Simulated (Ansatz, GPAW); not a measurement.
This is a calculation of TaN for Ansatz 0.2.0. The cell comes from a database or a generator and needn't be the stable form of this composition.

The input input.yaml:

```yaml
crystal:
  lattice:
    - [0.0, 2.211323, 2.211323]
    - [2.211323, 0.0, 2.211323]
    - [2.211323, 2.211323, 0.0]
  atoms:
    - { symbol: Ta, position: [0.5, 0.5, 0.5] }
    - { symbol: "N", position: [0.0, 0.0, 0.0] }
kpoints:
  mp_grid: { grid: [10, 10, 10] }
scf:
  occupations: { method: gaussian, width: 0.02 }
hamiltonian:
  xc: rpbe
  pseudopotentials: { kind: all_electron, lapw: { basis_error: 0.001 } }
output:
  forces: true
  stress: true
  eigenvalues: true
```

Potentials or basis: all-electron LAPW, scalar-relativistic.

The run is started by

```console
$ ansatz run input.yaml --threads 1 --pin off --max-ram 3072MiB --backend cpu --events-out ev --progress --plain --runs-dir out
```

**Question.** Translate it to GPAW 26.7.0 (ASE script). Potentials or basis there: the program's PAW data sets (release 1.2.1) made for this functional, cutoff 800 eV.

**Answer.** As run (cutoffs and basis follow the program's own potentials, and thresholds, step limits or extra output files can differ):

Contents of run.py:

```python
from ase.dft.bandgap import bandgap
from ase.io import read, write
from ase.units import GPa
from gpaw import GPAW, PW

atoms = read('POSCAR')

calc = GPAW(mode=PW(800),
            xc='RPBE',
            kpts={'size': (10, 10, 10), 'gamma': True},
            occupations={'name': 'methfessel-paxton', 'order': 0, 'width': 0.02},
            nbands=19,
            convergence={'density': 1e-05, 'energy': 1e-05},
            maxiter=150,
            txt='gpaw.txt')
atoms.calc = calc
energy = atoms.get_potential_energy()
forces = atoms.get_forces()
stress = atoms.get_stress()
calc.write('gs.gpw')
write('result.traj', atoms)
print(f'Energy: {energy:.6f} eV')
print('Forces (eV/A):')
print(forces.round(4))
print('Stress (GPa):', (stress / GPa).round(3))
print('Fermi level:', round(calc.get_fermi_level(), 4), 'eV')
print(f'Gap: {bandgap(calc)[0]:.4f} eV, direct: {bandgap(calc, direct=True)[0]:.4f} eV')
```

POSCAR

```
TaN
1.0
    0.0000000000      2.2113230000      2.2113230000
    2.2113230000      0.0000000000      2.2113230000
    2.2113230000      2.2113230000      0.0000000000
Ta N
1 1
Direct
    0.5000000000      0.5000000000      0.5000000000
    0.0000000000      0.0000000000      0.0000000000
```

Potentials or basis: the program's PAW data sets (release 1.2.1) made for this functional, pw.

Command:

```console
$ OMP_NUM_THREADS=1 python run.py
```

Both were run:

|  | Ansatz | GPAW |
| --- | --- | --- |
| Pressure | 3.4 GPa | 4.0 GPa |

Where Ansatz's input types no cutoff or centring, it takes its own default and a Γ-centred mesh.

Pressure is positive in compression.
